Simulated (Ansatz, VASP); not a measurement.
WSe2: VASP beside Ansatz

The input INCAR:

```
SYSTEM = WSe2
ALGO = Normal
EDIFF = 1E-7
ENCUT = 520
GGA = PE
ISIF = 2
ISMEAR = 0
LASPH = .True.
LCHARG = .False.
LREAL = .False.
LWAVE = .False.
NBANDS = 35
NELM = 60
PREC = Accurate
SIGMA = 0.1
```

KPOINTS

```
k-points
0
Gamma
  6 6 2
  0 0 0
```

File POSCAR:

```
WSe2
1.0
    3.3199329218      0.0000000000      0.0000000000
   -1.6599664609      2.8751462491      0.0000000000
    0.0000000000      0.0000000000     13.7371873000
W Se
2 4
Direct
    0.6666666700      0.3333333300      0.7500000000
    0.3333333300      0.6666666700      0.2500000000
    0.3333333300      0.6666666700      0.8710007900
    0.6666666700      0.3333333300      0.3710007900
    0.3333333300      0.6666666700      0.6289992100
    0.6666666700      0.3333333300      0.1289992100
```

Input for Ansatz:

```yaml
crystal:
  lattice:
    - [3.3199329218, 0.0, 0.0]
    - [-1.6599664609, 2.8751462491, 0.0]
    - [0.0, 0.0, 13.7371873]
  atoms:
    - { symbol: W, position: [0.66666667, 0.33333333, 0.75] }
    - { symbol: W, position: [0.33333333, 0.66666667, 0.25] }
    - { symbol: Se, position: [0.33333333, 0.66666667, 0.87100079] }
    - { symbol: Se, position: [0.66666667, 0.33333333, 0.37100079] }
    - { symbol: Se, position: [0.33333333, 0.66666667, 0.62899921] }
    - { symbol: Se, position: [0.66666667, 0.33333333, 0.12899921] }
basis:
  ecutwfc: 420
kpoints:
  mp_grid: { grid: [6, 6, 2] }
hamiltonian:
  xc: pbe
scf:
  occupations: { method: gaussian, width: 0.1 }
output:
  forces: true
  stress: true
  eigenvalues: true
```

The cell is a database's computed one.

Alike in both runs: task single point; functional PBE; k mesh 6 × 6 × 2; occupations gaussian, width 0.1 eV; no spin polarisation.

|  | VASP | Ansatz |
| --- | --- | --- |
| version | VASP 6.6.1 | Ansatz 0.2.0 |
| potentials or method | VASP PAW PBE potentials, release 64 (W_sv, Se) | scalar-relativistic, plane waves, PAW |
| plane-wave cutoff (eV) | 520 | 420 |
| valence electrons in the cell | 52 | 92 |

```tsv
	VASP	Ansatz	Ansatz less VASP
gap on the k mesh at the Fermi level (eV)	1.22	1.23	+0.004
least direct gap on the mesh (eV)	1.46	1.46	+0.003
pressure (GPa)	1.9	1.6	-0.29
largest component of the traceless stress (GPa)	1.26	1.19	-0.073
rms of the force components (eV/Å)	0.144	0.122	-0.0217
```

Atom by atom the forces differ by 0.022 eV/Å (rms over components). With one functional, cell and mesh, what is left measures potentials, basis and numerics. The two sets of potentials don't hold the same shells in valence.

Caveats: spin-orbit coupling is left out, which moves the levels of the heavy elements; this functional lacks dispersion, which binds the layers, so the pressure and a relaxed spacing across them are unreliable. Expect the measured gap to be larger: semilocal functionals such as PBE lack the derivative discontinuity. A k mesh can miss the band edges.
